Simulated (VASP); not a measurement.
# CdTe (F-43m) in VASP: further runs

The runs below take CdTe through single point, with LDA, PBE.

Program: VASP 6.6.1. These are calculated values, not measurements. Logs are shortened: lines on timing, memory, paths and dates and some standing lists are left out, and cuts for length are marked.

**Measured values to compare with.**

A printed reference work, data compilation reports, for a bulk crystal of CdTe at 0 K: band gap 1.607 eV.

The runs below are set against these values where they give the same quantity.

**1. The structure**

The structure is cubic, space group F-43m (No. 216). Conventional cell: a = 6.560 Å, b = 6.560 Å, c = 6.560 Å, α = 90.00°, β = 90.00°, γ = 90.00°. Cd (site symmetry -43m) has 4 Te at 2.84 Å as nearest neighbours. Te (site symmetry -43m) has 4 Cd at 2.84 Å as nearest neighbours.

**2. Single point, LDA**

INCAR reads:

```
PREC = Accurate ; ENCUT = 520
EDIFF = 1E-6 ; ISMEAR = 0
SIGMA = 0.01 ; LREAL = F
LASPH = T ; NELM = 80
ALGO = Fast ; ISIF = 2
LWAVE = F ; LCHARG = T
LELF = T ; LVHAR = T
NBANDS = 16
```

KPOINTS reads:

```
regular mesh
0
Gamma
  6 6 6
```

POSCAR reads:

```
CdTe
1.0
    0.0000000000      3.2799012448      3.2799012448
    3.2799012448      0.0000000000      3.2799012448
    3.2799012448      3.2799012448      0.0000000000
Cd Te
1 1
Direct
    0.0000000000      0.0000000000      0.0000000000
    0.2500000000      0.2500000000      0.2500000000
```

Potentials or basis: VASP PAW LDA potentials, release 64 (Cd, Te).

Command:

```bash
$ cat potpaw_LDA.64/Cd/POTCAR potpaw_LDA.64/Te/POTCAR > POTCAR
$ mpirun -np 1 vasp_std > vasp.out
```

OUTCAR:

```text
PREC = Accurate
   ENCUT = 520
   EDIFF = 1E-6
   ISMEAR = 0
   LREAL = F
   LASPH = T
   NELM = 80
   ISIF = 2

 ion  position               nearest neighbor table
   1  0.000  0.000  0.000-   2 2.84   2 2.84   2 2.84   2 2.84
   2  0.250  0.250  0.250-   1 2.84   1 2.84   1 2.84   1 2.84

  LATTYP: Found a face centered cubic cell.
 ALAT       =     6.5598024896

  Lattice vectors:

 A1 = (   0.0000000000,   3.2799012448,   3.2799012448)
 A2 = (   3.2799012448,   0.0000000000,   3.2799012448)
 A3 = (   3.2799012448,   3.2799012448,   0.0000000000)

Analysis of symmetry for initial positions (statically):
=====================================================================
 Subroutine PRICEL returns:
 Original cell was already a primitive cell.

 Routine SETGRP: Setting up the symmetry group for a
 face centered cubic supercell.

 Subroutine GETGRP returns: Found 24 space group operations
 (whereof 24 operations were pure point group operations)
 out of a pool of 48 trial point group operations.

The static configuration has the point symmetry T_d .

Analysis of symmetry for dynamics (positions and initial velocities):
=====================================================================
 Subroutine PRICEL returns:
 Original cell was already a primitive cell.

 Routine SETGRP: Setting up the symmetry group for a
 face centered cubic supercell.

 Subroutine GETGRP returns: Found 24 space group operations
 (whereof 24 operations were pure point group operations)
 out of a pool of 48 trial point group operations.

The dynamic configuration has the point symmetry T_d .

 Subroutine INISYM returns: Found 24 space group operations
 (whereof 24 operations are pure point group operations),
 and found     1 'primitive' translations

----------------------------------------------------------------------------------------

                                     Primitive cell

  volume of cell :      70.5687

  direct lattice vectors                    reciprocal lattice vectors
     0.000000000  3.279901245  3.279901245    -0.152443614  0.152443614  0.152443614
     3.279901245  0.000000000  3.279901245     0.152443614 -0.152443614  0.152443614
     3.279901245  3.279901245  0.000000000     0.152443614  0.152443614 -0.152443614

  length of vectors
     4.638480824  4.638480824  4.638480824     0.264040085  0.264040085  0.264040085

  position of ions in fractional coordinates (direct lattice)
     0.000000000  0.000000000  0.000000000
     0.250000000  0.250000000  0.250000000

  ion indices of the primitive-cell ions
   primitive index   ion index
                 1           1
                 2           2

----------------------------------------------------------------------------------------

 KPOINTS: regular mesh

Automatic generation of k-mesh.
 Grid dimensions read from file:
 generate k-points for:    6    6    6

 Generating k-lattice:

  Cartesian coordinates                     Fractional coordinates (reciprocal lattice)
    -0.025407269  0.025407269  0.025407269     0.166666667  0.000000000  0.000000000
     0.025407269 -0.025407269  0.025407269     0.000000000  0.166666667  0.000000000
     0.025407269  0.025407269 -0.025407269     0.000000000  0.000000000  0.166666667

  Length of vectors
     0.044006681  0.044006681  0.044006681

  Shift w.r.t. Gamma in fractional coordinates (k-lattice)
     0.000000000  0.000000000  0.000000000

 Subroutine IBZKPT returns following result:
 ===========================================

 Found     16 irreducible k-points:

 Following reciprocal coordinates:
            Coordinates               Weight
  0.000000  0.000000  0.000000      1.000000
  0.166667  0.000000  0.000000      8.000000
  0.333333  0.000000  0.000000      8.000000
  0.500000  0.000000  0.000000      4.000000
  0.166667  0.166667  0.000000      6.000000
  0.333333  0.166667  0.000000     24.000000
[... 8 lines left out ...]
 -0.333333  0.333333  0.166667     24.000000
 -0.333333  0.500000  0.166667     12.000000
   k-points           NKPTS =     16   k-points in BZ     NKDIM =     16   number of bands    NBANDS=     16
   number of dos      NEDOS =    301   number of ions     NIONS =      2
   total plane-waves  NPLWV =  46656
   dimension x,y,z NGX =    36 NGY =   36 NGZ =   36
   dimension x,y,z NGXF=    72 NGYF=   72 NGZF=   72
   ions per type =               1   1
   NGX,Y,Z   is equivalent  to a cutoff of  12.90, 12.90, 12.90 a.u.
   NGXF,Y,Z  is equivalent  to a cutoff of  25.81, 25.81, 25.81 a.u.
 SYSTEM =  unknown system
   PREC   = accura    normal or accurate (medium, high low for compatibility)
   ISTART =      0    job   : 0-new  1-cont  2-samecut
   ICHARG =      2    charge: 1-file 2-atom 10-const
   ISPIN  =      1    spin polarized calculation?
   LNONCOLLINEAR =      F non collinear calculations
   LSORBIT =      F    spin-orbit coupling
   LASPH  =      T    aspherical Exc in radial PAW
   ENCUT  =  520.0 eV  38.22 Ry    6.18 a.u.   8.62  8.62  8.62*2*pi/ulx,y,z
   NELM   =     80;   NELMIN=  2; NELMDL= -5     # of ELM steps
   EDIFF  = 0.1E-05   stopping-criterion for ELM
   LREAL  =      F    real-space projection
   EDIFFG = 0.1E-04   stopping-criterion for IOM
   NSW    =      0    number of steps for IOM
   IBRION =     -1    ionic relax: 0-MD 1-quasi-New 2-CG
   NFREE  =      0    steps in history (QN), initial steepest desc. (CG)
   ISIF   =      2    stress and relaxation
   ISYM   =      2    0-nonsym 1-usesym 2-fastsym
   POTIM  = 0.5000    time-step for ionic-motion
   TEBEG  =    0.0;   TEEND  =   0.0 temperature during run
   PSTRESS=    0.0 pullay stress
   NELECT =      18.0000    total number of electrons
   NUPDOWN=      -1.0000    fix difference up-down
   EMIN   =  10.00;   EMAX   =-10.00  energy-range for DOS
   EFERMI =   0.00;   METHOD = LEGACY
   ISMEAR =     0;   SIGMA  =   0.01  broadening in eV -4-tet -1-fermi 0-gaus
   EFERMI_NEDOS =   21; number of points for ismear=-14 and -15
   IALGO  =     68    algorithm
   IMIX   =      4    mixing-type and parameters
     AMIX     =   0.40;   BMIX     =  1.00
     AMIX_MAG =   1.60;   BMIX_MAG =  1.00
  volume/ion in A,a.u.               =      35.28       238.11
  Fermi-wavevector in a.u.,A,eV,Ry     =   1.038233  1.961976 14.666102  1.077928
  Thomas-Fermi vector in A             =   2.172708
   LORBIT       =      0    0 simple, 1 ext, 2 COOP (PROOUT), +10 PAW based schemes
   GGA     = CA    functional components
   LHFCALC =     F    Hartree Fock is set to
   AEXX    =    0.0000 exact exchange contribution
   IVDW    =     0    specifies the selected vdW correction
   LEPSILON=     F    determine dielectric tensor
   LRPA    =     F    only Hartree local field effects (RPA)
 non-spin polarized calculation
 RMM-DIIS sequential band-by-band and
 Gauss-broadening in eV      SIGMA  =   0.01
  energy-cutoff  :      520.00
  volume of cell :       70.57
 maximum number of plane-waves:      1917
 NGX is ok and might be reduce to    36
   NGX = 17   NGY = 17   NGZ = 17

 number of electron      18.0000006 magnetization

 Free energy of the ion-electron system (eV)
  ---------------------------------------------------
  ext. energy  EPLUGINS =         0.00000000
  ---------------------------------------------------
  free energy    TOTEN  =        -6.00836749 eV

  energy without entropy =       -6.00836749  energy(sigma->0) =       -6.00836749

 E-fermi :   1.9343     XC(G=0):  -8.7921

 val. band max:        1.8312567648   @ k =   0.0000   0.0000   0.0000
 cond. band min:       2.2716552782   @ k =   0.0000   0.0000   0.0000
 fundamental gap:      0.4403985134
 Fermi energy:         1.9343003793

 k-point     1 :       0.0000    0.0000    0.0000
  band No.  band energies     occupation
      1      -9.2085      2.00000
      2      -6.3423      2.00000
      3      -6.3423      2.00000
      4      -6.3423      2.00000
      5      -6.1046      2.00000
      6      -6.1046      2.00000
[... 8 lines left out ...]
     15      11.1005      0.00000
     16      11.1005      0.00000

 k-point     2 :       0.1667    0.0000    0.0000
  band No.  band energies     occupation
      1      -9.1153      2.00000
      2      -6.3253      2.00000
      3      -6.3253      2.00000
      4      -6.2643      2.00000
      5      -6.1056      2.00000
      6      -6.1056      2.00000
[... 8 lines left out ...]
     15      10.2121      0.00000
     16      10.2121      0.00000

 k-point     3 :       0.3333    0.0000    0.0000
  band No.  band energies     occupation
      1      -8.9289      2.00000
      2      -6.2961      2.00000
      3      -6.2961      2.00000
      4      -6.1021      2.00000
      5      -6.1021      2.00000
      6      -6.0086      2.00000
[... 8 lines left out ...]
     15      10.5876      0.00000
     16      10.5876      0.00000

 k-point     4 :       0.5000    0.0000    0.0000
  band No.  band energies     occupation
      1      -8.8372      2.00000
      2      -6.2847      2.00000
      3      -6.2847      2.00000
      4      -6.0966      2.00000
      5      -6.0966      2.00000
      6      -5.7880      2.00000
[... 8 lines left out ...]
     15      11.9537      0.00000
     16      11.9537      0.00000

 k-point     5 :       0.1667    0.1667    0.0000
  band No.  band energies     occupation
      1      -9.0846      2.00000
      2      -6.3081      2.00000
      3      -6.3081      2.00000
      4      -6.2640      2.00000
      5      -6.1120      2.00000
      6      -6.0976      2.00000
[... 8 lines left out ...]
     15      10.7211      0.00000
     16      11.3383      0.00000

 k-point     6 :       0.3333    0.1667    0.0000
  band No.  band energies     occupation
      1      -8.9303      2.00000
      2      -6.2852      2.00000
      3      -6.2752      2.00000
      4      -6.1485      2.00000
      5      -6.0924      2.00000
      6      -6.0330      2.00000
[... 8 lines left out ...]
     15      11.3740      0.00000
     16      11.4610      0.00000

 k-point     7 :       0.5000    0.1667    0.0000
  band No.  band energies     occupation
      1      -8.8095      2.00000
      2      -6.2719      2.00000
      3      -6.2611      2.00000
      4      -6.1192      2.00000
      5      -6.0939      2.00000
      6      -5.7644      2.00000
[... 8 lines left out ...]
     15      11.5865      0.00000
     16      12.0425      0.00000

 k-point     8 :      -0.3333    0.1667    0.0000
  band No.  band energies     occupation
      1      -8.8392      2.00000
      2      -6.2738      2.00000
      3      -6.2729      2.00000
      4      -6.1078      2.00000
      5      -6.1067      2.00000
      6      -5.8378      2.00000
[... 8 lines left out ...]
     15      10.7650      0.00000
     16      11.9406      0.00000

 k-point     9 :      -0.1667    0.1667    0.0000
  band No.  band energies     occupation
      1      -8.9914      2.00000
      2      -6.3060      2.00000
      3      -6.2930      2.00000
      4      -6.1465      2.00000
      5      -6.1133      2.00000
      6      -6.0825      2.00000
[... 8 lines left out ...]
     15      10.6053      0.00000
     16      11.3255      0.00000

 k-point    10 :       0.3333    0.3333    0.0000
  band No.  band energies     occupation
      1      -8.8404      2.00000
      2      -6.2343      2.00000
      3      -6.2343      2.00000
      4      -6.1842      2.00000
      5      -6.0837      2.00000
      6      -5.9277      2.00000
[... 8 lines left out ...]
     15      11.9954      0.00000
     16      13.4231      0.00000

 k-point    11 :       0.5000    0.3333    0.0000
  band No.  band energies     occupation
      1      -8.7527      2.00000
      2      -6.2322      2.00000
      3      -6.2152      2.00000
      4      -6.1636      2.00000
      5      -6.0847      2.00000
      6      -5.7047      2.00000
[... 8 lines left out ...]
     15      12.3408      0.00000
     16      12.9858      0.00000

 k-point    12 :      -0.3333    0.3333    0.0000
  band No.  band energies     occupation
      1      -8.7530      2.00000
      2      -6.2503      2.00000
      3      -6.2325      2.00000
      4      -6.1295      2.00000
      5      -6.1002      2.00000
      6      -5.6509      2.00000
[... 8 lines left out ...]
     15      10.7030      0.00000
     16      13.7289      0.00000

 k-point    13 :       0.5000    0.5000    0.0000
  band No.  band energies     occupation
      1      -8.7237      2.00000
      2      -6.1973      2.00000
      3      -6.1943      2.00000
      4      -6.1943      2.00000
      5      -6.0768      2.00000
      6      -5.6640      2.00000
[... 8 lines left out ...]
     15      12.5486      0.00000
     16      13.1601      0.00000

 k-point    14 :       0.5000    0.3333    0.1667
  band No.  band energies     occupation
      1      -8.8107      2.00000
      2      -6.2559      2.00000
      3      -6.2483      2.00000
      4      -6.1415      2.00000
      5      -6.0931      2.00000
      6      -5.8157      2.00000
[... 8 lines left out ...]
     15      11.8535      0.00000
     16      12.9987      0.00000

 k-point    15 :      -0.3333    0.3333    0.1667
  band No.  band energies     occupation
      1      -8.7530      2.00000
      2      -6.2489      2.00000
      3      -6.2350      2.00000
      4      -6.1270      2.00000
      5      -6.1016      2.00000
      6      -5.6504      2.00000
[... 8 lines left out ...]
     15      12.0614      0.00000
     16      12.7918      0.00000

 k-point    16 :      -0.3333    0.5000    0.1667
  band No.  band energies     occupation
      1      -8.7248      2.00000
      2      -6.2234      2.00000
      3      -6.2216      2.00000
      4      -6.1480      2.00000
      5      -6.0928      2.00000
      6      -5.6084      2.00000
[... 8 lines left out ...]
     15      12.6537      0.00000
     16      12.9189      0.00000

------------------------ aborting loop because EDIFF is reached ----------------------------------------

  FORCE on cell =-STRESS in cart. coord.  units (eV):
  Direction    XX          YY          ZZ          XY          YZ          ZX
  --------------------------------------------------------------------------------------
  -------------------------------------------------------------------------------------
  Total       -1.1129620     -1.1129620     -1.1129620     -0.0000000      0.0000000     -0.0000000
  in kB      -25.2684515    -25.2684515    -25.2684515     -0.0000000      0.0000000     -0.0000000
  external PRESSURE =     -25.2684515 kB  Pullay stress =       0.0000000 kB

 VOLUME and BASIS-vectors are now :
 -----------------------------------------------------------------------------
  energy-cutoff  :      520.00
  volume of cell :       70.57
      direct lattice vectors                 reciprocal lattice vectors
     0.000000000  3.279901245  3.279901245    -0.152443614  0.152443614  0.152443614
     3.279901245  0.000000000  3.279901245     0.152443614 -0.152443614  0.152443614
     3.279901245  3.279901245  0.000000000     0.152443614  0.152443614 -0.152443614

 POSITION                                       TOTAL-FORCE (eV/Angst)
 -----------------------------------------------------------------------------------
      0.00000      0.00000      0.00000        -0.000000     -0.000000     -0.000000
      1.63995      1.63995      1.63995         0.000000      0.000000      0.000000
 -----------------------------------------------------------------------------------
    total drift:                                0.000000      0.000000      0.000000

  FREE ENERGIE OF THE ION-ELECTRON SYSTEM (eV)
  ---------------------------------------------------
  free  energy   TOTEN  =        -6.0083674919 eV

  energy  without entropy=       -6.0083674919  energy(sigma->0) =       -6.00836749
```

Wall time 12 s (1 thread of AMD EPYC 9R45 (Zen 5), shared host); peak memory 0.15 GiB.

Results:

| Property | Result |
| --- | --- |
| Free energy | -6.0084 eV |
| Pressure | -2.5 GPa |
| Band gap on the k mesh | 0.44 eV, direct |

Caveat: spin-orbit coupling is left out, which moves the levels of the heavy elements.

**3. Single point, PBE**

INCAR reads:

```
SYSTEM = CdTe
  ALGO = Normal
  EDIFF = 1E-6
  ENCUT = 520
  GGA = PE
  ISIF = 2
  ISMEAR = 0
  LASPH = .TRUE.
  LCHARG = .TRUE.
  LELF = .TRUE.
  LREAL = .FALSE.
  LVHAR = .TRUE.
  LWAVE = .FALSE.
  NBANDS = 16
  NELM = 60
  PREC = Accurate
  SIGMA = 0.01
```

KPOINTS reads:

```
k-points
0
G
  6 6 6
  0 0 0
```

POSCAR is that of step 2.

Potentials or basis: VASP PAW PBE potentials, release 64 (Cd, Te).

Command:

```bash
$ cat potpaw_PBE.64/Cd/POTCAR potpaw_PBE.64/Te/POTCAR > POTCAR
$ mpirun -np 1 vasp_std > vasp.out
```

OUTCAR:

```text
SYSTEM = CdTe
   EDIFF = 1E-6
   ENCUT = 520
   GGA = PE
   ISIF = 2
   ISMEAR = 0
   LASPH = .TRUE.
   LREAL = .FALSE.
   NELM = 60
   PREC = Accurate

 ion  position               nearest neighbor table
   1  0.000  0.000  0.000-   2 2.84   2 2.84   2 2.84   2 2.84
   2  0.250  0.250  0.250-   1 2.84   1 2.84   1 2.84   1 2.84

  LATTYP: Found a face centered cubic cell.
 ALAT       =     6.5598024896

  Lattice vectors:

 A1 = (   0.0000000000,   3.2799012448,   3.2799012448)
[... 480 lines left out ...]

------------------------ aborting loop because EDIFF is reached ----------------------------------------

  FORCE on cell =-STRESS in cart. coord.  units (eV):
  Direction    XX          YY          ZZ          XY          YZ          ZX
  --------------------------------------------------------------------------------------
  -------------------------------------------------------------------------------------
  Total        0.5001150      0.5001150      0.5001150     -0.0000000      0.0000000      0.0000000
  in kB       11.3545032     11.3545032     11.3545032     -0.0000000      0.0000000      0.0000000
  external PRESSURE =      11.3545032 kB  Pullay stress =       0.0000000 kB

 VOLUME and BASIS-vectors are now :
 -----------------------------------------------------------------------------
  energy-cutoff  :      520.00
  volume of cell :       70.57
      direct lattice vectors                 reciprocal lattice vectors
     0.000000000  3.279901245  3.279901245    -0.152443614  0.152443614  0.152443614
     3.279901245  0.000000000  3.279901245     0.152443614 -0.152443614  0.152443614
     3.279901245  3.279901245  0.000000000     0.152443614  0.152443614 -0.152443614

 POSITION                                       TOTAL-FORCE (eV/Angst)
 -----------------------------------------------------------------------------------
      0.00000      0.00000      0.00000        -0.000000     -0.000000     -0.000000
      1.63995      1.63995      1.63995         0.000000      0.000000      0.000000
 -----------------------------------------------------------------------------------
    total drift:                               -0.000000     -0.000000     -0.000000

  FREE ENERGIE OF THE ION-ELECTRON SYSTEM (eV)
  ---------------------------------------------------
  free  energy   TOTEN  =        -4.7997917942 eV

  energy  without entropy=       -4.7997917942  energy(sigma->0) =       -4.79979179
```

stdout:

```text
POSCAR found type information on POSCAR CdTe
 POSCAR found :  2 types and       2 ions
 scaLAPACK will be used
 LDA part: xc-table for (Slater+PW92), standard interpolation
 POSCAR, INCAR and KPOINTS ok, starting setup
 FFT: planning ... GRIDC
 FFT: planning ... GRID_SOFT
 FFT: planning ... GRID
 WAVECAR not read
 entering main loop
```

Wall time 13 s (1 thread of AMD EPYC 9R45 (Zen 5), shared host); peak memory 0.18 GiB.

What came out:

- Free energy: -4.7998 eV
- Pressure: 1.1 GPa
- Band gap on the k mesh: 0.66 eV, direct

Levels at points of the mesh, in eV from the valence-band top:
```tsv
k point	band 7	band 8	band 9	band 10	band 11	band 12
(0.00, 0.00, 0.00)	0.00	0.00	0.00	0.66	4.62	4.62
(0.50, 0.00, 0.00)	-4.22	-0.72	-0.72	1.78	5.20	5.20
(0.50, 0.50, 0.00)	-4.14	-1.74	-1.74	2.67	2.68	8.65
```

Caveat: spin-orbit coupling is left out, which moves the levels of the heavy elements.

(Continued in part 2 of 2.)
